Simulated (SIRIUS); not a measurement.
The system is GaAs.

```
As Ga
1.0
     0.00000    2.82685    2.82685
     2.82685    0.00000    2.82685
     2.82685    2.82685    0.00000
As Ga
1 1
Cartesian
  4.2403 4.2403 4.2403
  0.0000 0.0000 0.0000
```

Base run:

- Program: SIRIUS 7.10.0
- Functional: PBEsol
- Potentials or basis: PseudoDojo 0.4.1 PBE standard (scalar relativistic)
- Cutoff: 1152 eV
- Density cutoff: 4606 eV
- k mesh: 7 × 7 × 7
- Occupations: fermi-dirac, width 0.05 eV
- Spin: no spin polarisation

Its results: band gap on the k mesh 0.43 eV; pressure 0.3 GPa.

Problem. The run is repeated on the same cell with these changes: functional from PBEsol to LDA; libxc names from ["XC_GGA_X_PBE_SOL", "XC_GGA_C_PBE_SOL"] to ["XC_LDA_X", "XC_LDA_C_PW"]. What comes out?

Solution. Band gap on the k mesh 0.18 eV; pressure -2.6 GPa.

Caveats: the potentials were made for another functional, which shifts forces and pressure; an odd mesh through Γ misses points on the zone boundary, where band edges often lie.

Not every run made on this cell is shown here.
